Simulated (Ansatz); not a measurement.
# Al6N6O: the cost of one run

Program: Ansatz 0.2.0. Level of theory: DFT PBE, scalar-relativistic, plane waves, PAW. These are calculated values, not measurements.

2 further runs of the same task are left out: 2 set aside as unsound or not needed.

## (1) The system as given

The structure is hexagonal, space group P6_3mc (No. 186). The conventional cell has a = 3.130 Å, b = 3.130 Å, c = 5.017 Å, α = 90.00°, β = 90.00°, γ = 120.00°. Around Al (site symmetry 3m) lie 4 N at 1.90 to 1.91 Å. N (site symmetry 3m) has 4 Al at 1.90 to 1.91 Å as nearest neighbours.

As a file:

```cif
data_structure
_symmetry_space_group_name_H-M 'P 1'
_symmetry_Int_Tables_number 1
_cell_length_a 3.1298
_cell_length_b 3.1298
_cell_length_c 5.0173
_cell_angle_alpha 90.000
_cell_angle_beta 90.000
_cell_angle_gamma 120.000
_cell_volume 42.56
loop_
_atom_site_label
_atom_site_type_symbol
_atom_site_fract_x
_atom_site_fract_y
_atom_site_fract_z
_atom_site_occupancy
Al1 Al 0.33333 0.66667 0.00173 1
Al2 Al 0.66667 0.33333 0.50173 1
N1 N 0.33333 0.66667 0.38327 1
N2 N 0.66667 0.33333 0.88327 1
```

It is the result of an earlier relaxation at this level (volume 10.64 Å³/atom; gap on the mesh: 4.04 eV).

## (2) Plan of the line

Atoms count from 1 in the order of the input.

A guest moved over a lattice plane through the rigid host; the plane is (1 0 0) of the conventional cell, half-way across the widest gap between atomic layers, origin above Al4.

First coordinate, place of O13 along a1: 6 values from 0.000 to 0.833, periodic. Second coordinate, place of O13 along a2: 6 values from 0.000 to 0.833, periodic.

Nothing else is relaxed (host rigid, guest held in the plane). Points are written as (first, second).

The two vectors of the plane (Å): (1.565, -2.710, 0.000); (0.000, 0.000, -5.017).

## (3) Point (0/6, 4/6) of the map's two axes

input.yaml reads:

```yaml
crystal:
  lattice:
    - [0.0, 5.4209177894, 0.0]
    - [4.6946525174, 2.7104588947, 0.0]
    - [1.5648841725, 2.7104588947, -5.0173032437]
  atoms:
    - { symbol: Al, position: [0.3339095018, 0.0005761684, 0.9982714947] }
    - { symbol: Al, position: [0.6672428351, 0.3339095018, 0.9982714947] }
    - { symbol: Al, position: [0.0005761684, 0.6672428351, 0.9982714947] }
    - { symbol: Al, position: [0.1672428351, 0.5005761684, 0.4982714947] }
    - { symbol: Al, position: [0.5005761684, 0.8339095018, 0.4982714947] }
    - { symbol: Al, position: [0.8339095018, 0.1672428351, 0.4982714947] }
    - { symbol: "N", position: [0.4610904982, 0.1277571649, 0.6167285053] }
    - { symbol: "N", position: [0.7944238316, 0.4610904982, 0.6167285053] }
    - { symbol: "N", position: [0.1277571649, 0.7944238316, 0.6167285053] }
    - { symbol: "N", position: [0.2944238316, 0.6277571649, 0.1167285053] }
    - { symbol: "N", position: [0.6277571649, 0.9610904982, 0.1167285053] }
    - { symbol: "N", position: [0.9610904982, 0.2944238316, 0.1167285053] }
    - { symbol: O, position: [-0.0549793871, 0.4449732314, 1.1649381614] }
total_charge: -2
basis:
  ecutwfc: 420
kpoints:
  mp_grid: { grid: [6, 6, 4] }
hamiltonian:
  xc: pbe
  pseudopotentials: { kind: paw, azcp: { folder: soft_1 } }
scf:
  occupations: { method: gaussian, width: 0.05 }
output:
  forces: true
  stress: true
  eigenvalues: true
  write_density: true
  write_potential: true
  elf: true
  volumetric_format: npy
```

On the command line:

```console
> ansatz run input.yaml --threads 4 --pin off --max-ram 8192MiB --backend cpu --events-out ev --progress --plain --runs-dir out
```

Q: Estimate wall time and peak memory on 4 threads of Arm Neoverse N1, shared host.

About 28 s, with a peak of 0.6 GiB.
